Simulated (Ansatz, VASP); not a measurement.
## One calculation of Os, two programs

```
CELL_PARAMETERS angstrom
2.75593 0.00000 0.00000
-1.37796 2.38670 0.00000
0.00000 0.00000 4.34265
ATOMIC_POSITIONS crystal
Os 0.33333 0.66667 0.25000
Os 0.66667 0.33333 0.75000
```

Alike in both runs: task single point; functional PBE; k mesh 13 × 13 × 7; occupations fermi-dirac, width 0.03 eV; no spin polarisation.

```csv
,VASP,Ansatz
version,VASP 6.6.1,Ansatz 0.2.0
potentials or method,"VASP PAW PBE potentials, release 64 (Os)","plane waves (420 eV) with PAW, scalar-relativistic"
plane-wave cutoff (eV),520,420
valence electrons in the cell,16,32
```

Ansatz gave:

```
pressure (GPa)                                  : -0.3
largest component of the traceless stress (GPa) : 0.04
```

Q: Which values does VASP return?

A: Pressure (GPa): -0.4; largest component of the traceless stress (GPa): 0.13.

The functional is the same, so the differences come from potentials, cutoffs and numerics. The two sets of potentials don't hold the same shells in valence.

The runs have no spin-orbit coupling, so splittings on Os are missing.
